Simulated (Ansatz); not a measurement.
# Si7H4C7 (flat sheet): the cost of one run

Computed with Ansatz 0.2.0 (DFT PBE, scalar-relativistic, plane waves, PAW, unless a step's input says otherwise).

3 further runs of the same task are left out: 3 set aside as unsound or not needed.

**1. The structure to begin with**

The structure is hexagonal, space group P-6m2 (No. 187). The conventional cell has a = 3.097 Å, b = 3.097 Å, c = 23.800 Å, α = 90.00°, β = 90.00°, γ = 120.00°. Si (site symmetry -6m2) is surrounded by 3 C at 1.79 Å. Around C (site symmetry -6m2) lie 3 Si at 1.79 Å.

As a file:

```cif
data_structure
_symmetry_space_group_name_H-M 'P-6m2'
_symmetry_Int_Tables_number 187
_cell_length_a 3.0966
_cell_length_b 3.0966
_cell_length_c 23.8000
_cell_angle_alpha 90.000
_cell_angle_beta 90.000
_cell_angle_gamma 120.000
_cell_volume 197.64
loop_
_atom_site_label
_atom_site_type_symbol
_atom_site_symmetry_multiplicity
_atom_site_Wyckoff_symbol
_atom_site_fract_x
_atom_site_fract_y
_atom_site_fract_z
_atom_site_occupancy
Si1 Si 1 c 0.33333 0.66667 0.00000 1
C1 C 1 e 0.66667 0.33333 0.00000 1
```

This sheet was relaxed beforehand with the same method; its gap on the mesh is 2.54 eV.

**2. Building the armchair ribbon, N = 7 with H caps**

The ribbon is cut from the relaxed sheet, periodic along c; N counts formula units a period. The edge energy is the mean of both edges over the sheet, -443.0766 eV an atom. Each H cap counts from half an H2 molecule (-15.872 eV in a separate run).

The cell holds 7 Si, 7 C, 4 H: a = 20.900 Å, b = 9.300 Å, c = 5.363 Å, α = 90.00°, β = 90.00°, γ = 90.00°.

**3. Relaxation**

Pressure and volume refer to the whole cell with its vacuum; only the period along c may change.

Contents of input.yaml:

```yaml
crystal:
  lattice:
    - [20.9, 0.0, 0.0]
    - [0.0, 9.3, 0.0]
    - [0.0, 0.0, 5.363467103]
  atoms:
    - { symbol: Si, position: [0.64816264, 0.5, 0.3333333333] }
    - { symbol: Si, position: [0.72224396, 0.5, 0.8333333333] }
    - { symbol: Si, position: [0.5, 0.5, 0.3333333333] }
    - { symbol: Si, position: [0.57408132, 0.5, 0.8333333333] }
    - { symbol: Si, position: [0.35183736, 0.5, 0.3333333333] }
    - { symbol: Si, position: [0.42591868, 0.5, 0.8333333333] }
    - { symbol: Si, position: [0.27775604, 0.5, 0.8333333333] }
    - { symbol: C, position: [0.72224396, 0.5, 0.1666666667] }
    - { symbol: C, position: [0.57408132, 0.5, 0.1666666667] }
    - { symbol: C, position: [0.64816264, 0.5, 0.6666666667] }
    - { symbol: C, position: [0.42591868, 0.5, 0.1666666667] }
    - { symbol: C, position: [0.5, 0.5, 0.6666666667] }
    - { symbol: C, position: [0.27775604, 0.5, 0.1666666667] }
    - { symbol: C, position: [0.35183736, 0.5, 0.6666666667] }
    - { symbol: H, position: [0.783984527, 0.5, 0.6944306449] }
    - { symbol: H, position: [0.216015473, 0.5, 0.6944306449] }
    - { symbol: H, position: [0.7674098782, 0.5, 0.2682800428] }
    - { symbol: H, position: [0.2325901218, 0.5, 0.2682800428] }
basis:
  ecutwfc: 420
kpoints:
  mp_grid: { grid: [1, 1, 6] }
hamiltonian:
  xc: pbe
scf:
  occupations: { method: gaussian, width: 0.05 }
output:
  forces: true
  stress: true
  eigenvalues: true
  populations: true
  write_density: true
  write_potential: true
  elf: true
  volumetric_format: npy
relax:
  adjacent_minimum: "off"
  f_tol: 0.02
  max_steps: 45
  cell: { fix: [a, b, alpha, beta, gamma], stress_tol: 0.03 }
```

Launch:

```bash
$ ansatz run input.yaml --threads 4 --pin off --max-ram 11264MiB --backend cpu --events-out ev --progress --plain --runs-dir out
```

Q: Estimate wall time and peak memory on 4 threads of Arm Neoverse V1, shared host.

About 45 s, with a peak of 1.3 GiB.
